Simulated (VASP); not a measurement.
# ZnSe (Stilleite) (F-43m) in VASP: notebook, part 2 of 2

VASP 6.6.1. Earlier steps stand in the parts before.

### Step 4. Dielectric tensor, LDA

Input file INCAR:

```
ALGO = Normal ; EDIFF = 1E-8
ENCUT = 300 ; GGA = CA
ISIF = 2 ; ISMEAR = 0
LASPH = True ; LCHARG = False
LEPSILON = True ; LREAL = False
LWAVE = False ; NELM = 100
PREC = Accurate ; SIGMA = 0.01
```

Input file KPOINTS:

```
k-points
0
Gamma
  5 5 5
```

Input file POSCAR:

```
ZnSe
1.0
    0.0000000000      2.8338000000      2.8338000000
    2.8338000000      0.0000000000      2.8338000000
    2.8338000000      2.8338000000      0.0000000000
Se Zn
1 1
Direct
    0.7500000000      0.7500000000      0.7500000000
    0.0000000000      0.0000000000      0.0000000000
```

Potentials or basis: VASP PAW LDA potentials, release 64 (Se, Zn).

Started as:

```sh
$ cat potpaw_LDA.64/Se/POTCAR potpaw_LDA.64/Zn/POTCAR > POTCAR
$ mpirun -np 1 vasp_std > vasp.out
```

OUTCAR:

```text
EDIFF = 1E-8
   ENCUT = 300
   GGA = CA
   ISIF = 2
   ISMEAR = 0
   LASPH = True
   LEPSILON = True
   LREAL = False
   NELM = 100
   PREC = Accurate

 Found     10 irreducible k-points:

 Following reciprocal coordinates:
            Coordinates               Weight
  0.000000  0.000000  0.000000      1.000000
  0.200000  0.000000  0.000000      8.000000
  0.400000  0.000000  0.000000      8.000000
  0.200000  0.200000  0.000000      6.000000
  0.400000  0.200000  0.000000     24.000000
 -0.400000  0.200000  0.000000     24.000000
   k-points           NKPTS =     10   k-points in BZ     NKDIM =     10   number of bands    NBANDS=     13
   number of dos      NEDOS =    301   number of ions     NIONS =      2
   total plane-waves  NPLWV =  13824
   dimension x,y,z NGX =    24 NGY =   24 NGZ =   24
   dimension x,y,z NGXF=    48 NGYF=   48 NGZF=   48
   ions per type =               1   1
   NGX,Y,Z   is equivalent  to a cutoff of   9.96,  9.96,  9.96 a.u.
   NGXF,Y,Z  is equivalent  to a cutoff of  19.91, 19.91, 19.91 a.u.
 SYSTEM =  unknown system
   PREC   = accura    normal or accurate (medium, high low for compatibility)
   ISTART =      0    job   : 0-new  1-cont  2-samecut
   ICHARG =      2    charge: 1-file 2-atom 10-const
   ISPIN  =      1    spin polarized calculation?
   LNONCOLLINEAR =      F non collinear calculations
   LSORBIT =      F    spin-orbit coupling
   LASPH  =      T    aspherical Exc in radial PAW
   ENCUT  =  300.0 eV  22.05 Ry    4.70 a.u.   5.66  5.66  5.66*2*pi/ulx,y,z
   NELM   =    100;   NELMIN=  2; NELMDL= -5     # of ELM steps
   EDIFF  = 0.1E-07   stopping-criterion for ELM
   LREAL  =      F    real-space projection
   EDIFFG = 0.1E-06   stopping-criterion for IOM
   NSW    =      0    number of steps for IOM
   IBRION =     -1    ionic relax: 0-MD 1-quasi-New 2-CG
   NFREE  =      0    steps in history (QN), initial steepest desc. (CG)
   ISIF   =      2    stress and relaxation
   ISYM   =      2    0-nonsym 1-usesym 2-fastsym
   POTIM  = 0.5000    time-step for ionic-motion
   TEBEG  =    0.0;   TEEND  =   0.0 temperature during run
   PSTRESS=    0.0 pullay stress
   NELECT =      18.0000    total number of electrons
   NUPDOWN=      -1.0000    fix difference up-down
   EMIN   =  10.00;   EMAX   =-10.00  energy-range for DOS
   EFERMI =   0.00;   METHOD = LEGACY
   ISMEAR =     0;   SIGMA  =   0.01  broadening in eV -4-tet -1-fermi 0-gaus
   EFERMI_NEDOS =   21; number of points for ismear=-14 and -15
   IALGO  =     38    algorithm
   IMIX   =      4    mixing-type and parameters
     AMIX     =   0.40;   BMIX     =  1.00
     AMIX_MAG =   1.60;   BMIX_MAG =  1.00
  volume/ion in A,a.u.               =      22.76       153.57
  Fermi-wavevector in a.u.,A,eV,Ry     =   1.201673  2.270834 19.647073  1.444019
  Thomas-Fermi vector in A             =   2.337476
   LORBIT       =      0    0 simple, 1 ext, 2 COOP (PROOUT), +10 PAW based schemes
   GGA     = CA    functional components
   LHFCALC =     F    Hartree Fock is set to
   AEXX    =    0.0000 exact exchange contribution
   IVDW    =     0    specifies the selected vdW correction
   LEPSILON=     T    determine dielectric tensor
   LRPA    =     F    only Hartree local field effects (RPA)
 non-spin polarized calculation
 Gauss-broadening in eV      SIGMA  =   0.01
  energy-cutoff  :      300.00
  volume of cell :       45.51
 maximum number of plane-waves:       547
[... 112 lines left out ...]
  Direction    XX          YY          ZZ          XY          YZ          ZX
  --------------------------------------------------------------------------------------
  -------------------------------------------------------------------------------------
  Total       -0.8783140     -0.8783140     -0.8783140      0.0000000      0.0000000      0.0000000
  in kB      -30.9188124    -30.9188124    -30.9188124      0.0000000      0.0000000      0.0000000
  external PRESSURE =     -30.9188124 kB  Pullay stress =       0.0000000 kB

 VOLUME and BASIS-vectors are now :
 -----------------------------------------------------------------------------
  energy-cutoff  :      300.00
  volume of cell :       45.51
      direct lattice vectors                 reciprocal lattice vectors
     0.000000000  2.833800000  2.833800000    -0.176441527  0.176441527  0.176441527
     2.833800000  0.000000000  2.833800000     0.176441527 -0.176441527  0.176441527
     2.833800000  2.833800000  0.000000000     0.176441527  0.176441527 -0.176441527

 POSITION                                       TOTAL-FORCE (eV/Angst)
 -----------------------------------------------------------------------------------
      4.25070      4.25070      4.25070        -0.000000     -0.000000     -0.000000
      0.00000      0.00000      0.00000         0.000000      0.000000      0.000000
 -----------------------------------------------------------------------------------
    total drift:                                0.000003      0.000003      0.000002

  FREE ENERGIE OF THE ION-ELECTRON SYSTEM (eV)
  ---------------------------------------------------
  free  energy   TOTEN  =        -7.3286510747 eV

  energy  without entropy=       -7.3286510747  energy(sigma->0) =       -7.32865107

 HEAD OF MICROSCOPIC STATIC DIELECTRIC TENSOR (INDEPENDENT PARTICLE, excluding Hartree and local field effects)
 ------------------------------------------------------
          13.748830    -0.000000     0.000000
           0.000000    13.748830    -0.000000
           0.000000    -0.000000    13.748830
 ------------------------------------------------------

 Free energy of the ion-electron system (eV)
  ---------------------------------------------------
  ---------------------------------------------------
  free energy    TOTEN  =        -1.60557655 eV

  energy without entropy =       -1.60557655

------------------------ aborting loop because EDIFF is reached ----------------------------------------

--------------------------------------- Ionic step        2  -------------------------------------------

------------------------ aborting loop because EDIFF is reached ----------------------------------------

--------------------------------------- Ionic step        3  -------------------------------------------

 Free energy of the ion-electron system (eV)
  ---------------------------------------------------
  ---------------------------------------------------
  free energy    TOTEN  =        -1.60555917 eV

  energy without entropy =       -1.60555917

------------------------ aborting loop because EDIFF is reached ----------------------------------------

 PIEZOELECTRIC TENSOR FIELD DIRECTION 3  (e Angst)
 -----------------------------------------------------------------------------
    -0.00076  2.48522  0.00000           (  0.00000 -0.05350  0.00000)
     2.48522 -0.00076  0.00000           ( -0.05350  0.00000  0.00000)
     0.00000  0.00000  0.00027           (  0.00000  0.00000 -0.00000)

 PIEZOELECTRIC TENSOR FIELD DIRECTION 3  (C/m^2)
 -----------------------------------------------------------------------------
    -0.00027  0.87486  0.00000
     0.87486 -0.00027  0.00000
     0.00000  0.00000  0.00010

 MACROSCOPIC STATIC DIELECTRIC TENSOR (including local field effects in DFT)
 ------------------------------------------------------
          13.244755     0.000000     0.000000
          -0.000000    13.244755    -0.000000
           0.000000     0.000000    13.244755
 ------------------------------------------------------

 PIEZOELECTRIC TENSOR (including local field effects)  for field in x, y, z        (e  Angst)
          XX          YY          ZZ          XY          YZ          ZX
  --------------------------------------------------------------------------------
  x    -0.00000    -0.00000     0.00000     0.00000     2.52638    -0.00000
  y     0.00000     0.00000     0.00000    -0.00000     0.00000     2.52638
  z     0.00000    -0.00000     0.00000     2.52638    -0.00000     0.00000

 PIEZOELECTRIC TENSOR (including local field effects)  for field in x, y, z        (C/m^2)
          XX          YY          ZZ          XY          YZ          ZX
  --------------------------------------------------------------------------------
  x    -0.00000    -0.00000     0.00000     0.00000     0.88935    -0.00000
  y     0.00000     0.00000     0.00000    -0.00000     0.00000     0.88935
  z     0.00000    -0.00000     0.00000     0.88935    -0.00000     0.00000

 BORN EFFECTIVE CHARGES (including local field effects) (in |e|, cummulative output)
 ---------------------------------------------------------------------------------
 ion    1
    1    -2.41294     0.00000     0.00000
    2    -0.00000    -2.41294     0.00000
    3    -0.00000    -0.00000    -2.41294
 ion    2
    1     2.41294    -0.00000    -0.00000
    2     0.00000     2.41294    -0.00000
    3     0.00000     0.00000     2.41294
```

OSZICAR:

```text
N       E                     dE             d eps       ncg     rms          rms(c)
[... 13 lines left out ...]
RMM:   5    -0.160444166720E+01   -0.91448E-02   -0.13843E-03  1206   0.242E-01    0.411E-02
RMM:   6    -0.160507829981E+01   -0.63663E-03    0.58486E-05  1210   0.464E-02    0.973E-03
RMM:   7    -0.160552555730E+01   -0.44726E-03    0.27587E-05  1136   0.115E-02    0.167E-03
RMM:   8    -0.160555493068E+01   -0.29373E-04    0.81038E-06  1225   0.366E-03    0.942E-04
RMM:   9    -0.160555807281E+01   -0.31421E-05    0.12763E-06  1264   0.118E-03    0.200E-04
RMM:  10    -0.160556023449E+01   -0.21617E-05    0.45818E-07   963   0.309E-04    0.404E-05
RMM:  11    -0.160555930374E+01    0.93075E-06    0.16503E-07   723   0.117E-04    0.131E-05
RMM:  12    -0.160555917152E+01    0.13222E-06    0.50708E-08   592   0.771E-05    0.535E-06
```

Wall time 32 s (1 thread of Intel Xeon Platinum 8488C (Sapphire Rapids), shared host); peak memory 0.14 GiB.

These settings aren't checked as converged: the numbers below hold their error.

What came out:

```
Band gap on the k mesh                  : 1.06 eV, direct
Electronic dielectric tensor (diagonal) : 13.24
Born charges (mean of the diagonal)     : Se -2.41; Zn +2.41 e
```

Caveat: the cutoff is under 1.25 times the usual one of these potentials, so pressure, stress and relaxed cells hold a basis-set (Pulay) error.

### Step 5. For comparison

An earlier run on the cell as given: functional PBE; potentials or basis VASP PAW PBE potentials, release 64 (Se, Zn); cutoff 520 eV; k mesh 8 × 8 × 8; occupations fermi-dirac, width 0.05 eV; no spin polarisation.

- Pressure: 2.3 GPa
- Band gap on the k mesh: 1.29 eV, direct
